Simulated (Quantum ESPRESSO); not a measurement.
# WS2 (Tungstenite) under changes of volume

One of the cells (18.245 Å³/atom); the others are scaled copies at fixed shape and fractional positions:

```
W S
1.0
     3.18000    0.00000    0.00000
    -1.59000    2.75396    0.00000
     0.00000    0.00000   12.50000
W S
2 4
Direct
  0.66667 0.33333 0.75000
  0.33333 0.66667 0.25000
  0.66667 0.33333 0.37500
  0.33333 0.66667 0.87500
  0.66667 0.33333 0.12500
  0.33333 0.66667 0.62500
```

| Item | Value |
| --- | --- |
| Program | Quantum ESPRESSO 7.5 |
| Functional | PBEsol |
| Potentials or basis | GBRV 1.5 PBEsol |
| Cutoff | 762 eV |
| Density cutoff | 6095 eV |
| k mesh | 10 × 10 × 3 |
| Occupations | fermi-dirac, width 0.05 eV |
| Spin | no spin polarisation |

```tsv
volume (Å³/atom)	energy over the lowest point (meV/atom)	pressure (GPa)	gap on the mesh (eV)	largest force (eV/Å)
17.150	20.65	8.6	1.01	1.064
17.515	5.90	4.5	1.03	0.636
17.880	0.00	0.8	1.06	0.242
18.245	2.03	-2.5	1.08	0.124
18.610	11.18	-5.5	1.10	0.462
18.975	?	?	?	?
19.340	47.92	-10.5	1.13	1.064
```

Task: What does the run at 18.975 Å³/atom give?

Result: Energy over the lowest point 26.70 meV/atom; pressure -8.1 GPa; gap on the mesh 1.11 eV; largest force 0.775 eV/Å.

Worked out: A Birch-Murnaghan fit of order 3 (a polynomial in V^(-2/3)) to the other rows has its minimum at 17.96 Å³/atom with B0 = V·E''(V) = 167 GPa and B' = 4.4 at fixed shape and positions, which overstates the stiffness. It gives 26.69 meV/atom at 18.975 Å³/atom, against the run's 26.70, and -dE/dV = -8.1 GPa, against -8.1. A straight line through the other rows of the gap, of slope 1.02 eV per unit of ln V, gives 1.12 eV, against the run's 1.11.

Energies are extrapolated to zero smearing.

Caveats: spin-orbit coupling is left out, which moves the levels of the heavy elements; an odd mesh through Γ misses points on the zone boundary, where band edges often lie; this functional lacks dispersion, which binds the layers, so the pressure and a relaxed spacing across them are unreliable; forces of over 1 eV/Å show positions far from the minimum, so gaps and moduli don't describe the material at rest (some runs).
